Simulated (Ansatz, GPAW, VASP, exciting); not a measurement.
**As: programs and potentials compared**

```
CELL_PARAMETERS angstrom
1.88080 1.08588 3.51406
-1.88080 1.08588 3.51406
0.00000 -2.17176 3.51406
ATOMIC_POSITIONS crystal
As 0.22600 0.22600 0.22600
As 0.77400 0.77400 0.77400
```

Alike in all runs: task single point; functional PBEsol; k mesh 9 × 9 × 9; occupations gaussian, width 0.02 eV; no spin polarisation; no spin-orbit coupling. Pressure is positive in compression and, in plane waves, holds the error of the finite cutoff.

```
                                                         program and potentials  plane-wave cutoff (eV)                    notes  pressure (GPa)  largest force (eV/Å)
exciting, all-electron LAPW+lo, shipped species files, valence relativity iora*                       -                        -               -                 0.399
                                 Ansatz, all-electron LAPW, scalar-relativistic                       -                        -            0.31                 0.370
                                                 VASP, PBE PAW files As, 500 eV                     500  potentials made for PBE            0.71                 0.443
                              GPAW, PAW data sets generated for this functional                     600                        -            0.52                 0.428
```

Force on atom 1 (As), eV/Å:

| program and potentials | x | y | z |
| --- | --- | --- | --- |
| exciting, all-electron LAPW+lo, shipped species files, valence relativity iora* | 0.000 | 0.000 | 0.399 |
| Ansatz, all-electron LAPW, scalar-relativistic | 0.000 | 0.000 | 0.370 |
| VASP, PBE PAW files As, 500 eV | 0.000 | 0.000 | 0.443 |
| GPAW, PAW data sets generated for this functional | 0.000 | 0.000 | 0.428 |

The pressure spans 0.31 (Ansatz, all-electron LAPW, scalar-relativistic) to 0.71 GPa (VASP, PBE PAW files As, 500 eV), with all-electron results at 0.31.

The functional is the same throughout but for its coding, so the spread measures potentials, basis and numerics; runs on potential files found faulty are left out.
